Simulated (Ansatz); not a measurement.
# NiO: response to strain

Aim: deform NiO (zz strain of +1 %) and compute stress, forces and field gradients with LAPW, PAW and all-electron datasets made for the crystal.

Method: DFT LDA, scalar-relativistic, in Ansatz 0.2.0.

**1. The system as given**

Symmetry: Fm-3m, No. 225, cubic system. The conventional cell has a = 4.183 Å, b = 4.183 Å, c = 4.183 Å, α = 90.00°, β = 90.00°, γ = 90.00°. Ni (site symmetry m-3m) is surrounded by 6 O at 2.09 Å. O (site symmetry m-3m) has 6 Ni at 2.09 Å as nearest neighbours.

Structure file:

```cif
data_structure
_symmetry_space_group_name_H-M 'P 1'
_symmetry_Int_Tables_number 1
_cell_length_a 2.9576
_cell_length_b 2.9576
_cell_length_c 2.9576
_cell_angle_alpha 60.000
_cell_angle_beta 60.000
_cell_angle_gamma 60.000
_cell_volume 18.29
loop_
_atom_site_label
_atom_site_type_symbol
_atom_site_fract_x
_atom_site_fract_y
_atom_site_fract_z
_atom_site_occupancy
Ni1 Ni 0.00000 0.00000 0.00000 1
O1 O 0.50000 0.50000 0.50000 1
```

Atoms are numbered in the order of the input: Ni1, O2.

**2. The deformed structure**

Space group Fm-3m before, I4/mmm after.

**3. All-electron LAPW**

input.yaml

```yaml
crystal:
  lattice:
    - [0.0, 2.09131, 2.1122231]
    - [2.09131, 0.0, 2.1122231]
    - [2.09131, 2.09131, 0.0]
  atoms:
    - { symbol: Ni, position: [0.0, 0.0, 0.0], spin: 1.5 }
    - { symbol: O, position: [0.5, 0.5, 0.5] }
magnetization:
  spin_polarized: true
kpoints:
  mp_grid: { grid: [17, 17, 17] }
  band_path:
    path:
      - [0.0, 0.0, 0.0]
      - [0.0, 0.5, 0.5]
      - [0.25, 0.75, 0.5]
      - [0.0, 0.5, 0.0]
      - [0.0, 0.0, 0.0]
      - [0.5, 0.5, 0.0]
      - [0.3725370062, 0.6274629938, 0.0]
      - [-0.3725370062, 0.3725370062, 0.0]
      - [0.0, 0.0, 0.0]
    npoints: 5
scf:
  occupations: { method: fermi_dirac, width: 0.03 }
hamiltonian:
  xc: lda
  pseudopotentials: { kind: all_electron, lapw: { basis_error: 0.001 } }
output:
  forces: true
  stress: true
  eigenvalues: true
```

Command:

```sh
$ ansatz run input.yaml --threads 1 --pin off --max-ram 3072MiB --backend cpu --events-out ev --progress --plain --runs-dir out
```

**4. PAW on the default files**

input.yaml

```yaml
crystal:
  lattice:
    - [0.0, 2.09131, 2.1122231]
    - [2.09131, 0.0, 2.1122231]
    - [2.09131, 2.09131, 0.0]
  atoms:
    - { symbol: Ni, position: [0.0, 0.0, 0.0], spin: 1.5 }
    - { symbol: O, position: [0.5, 0.5, 0.5] }
magnetization:
  spin_polarized: true
kpoints:
  mp_grid: { grid: [17, 17, 17] }
scf:
  occupations: { method: fermi_dirac, width: 0.03 }
hamiltonian:
  xc: lda
  pseudopotentials: { kind: paw }
output:
  forces: true
  stress: true
  eigenvalues: true
  efg: { contact_densities: true }
```

**5. All-electron PAW on datasets made for the crystal**

input.yaml: that of step 4 with these lines changed.

```diff
@@ -16,3 +16,3 @@
   xc: lda
-  pseudopotentials: { kind: paw }
+  pseudopotentials: { kind: all_electron, datasets: crystal }
 output:
```

(Steps that only read results are left out.)

Before running it: what results should come out? Wanted: pressure; largest shear or deviatoric stress.

The runs gave:

```
                                 quantity                                                 value
                                 pressure  LAPW -22.62, PAW -22.51, crystal datasets -22.43 GPa
largest shear or deviatoric stress (LAPW)                                              0.28 GPa
```

**Reading.** The largest part of the stress beyond the pressure is 0.28 GPa in size, in the zz component; the atoms are carried along and not relaxed. No run of the undeformed cell stands beside it, so the pressure holds what the given cell had before the change. LAPW and PAW may have ended on different magnetic states, so their differences aren't read as a measure of the method. LAPW and crystal datasets may have ended on different magnetic states, so their differences aren't read as a measure of the method. Other magnetic orders may lie lower; this is the state that the run reached. No U acts on the open 3d shell, so the metal found here may be the functional's error.
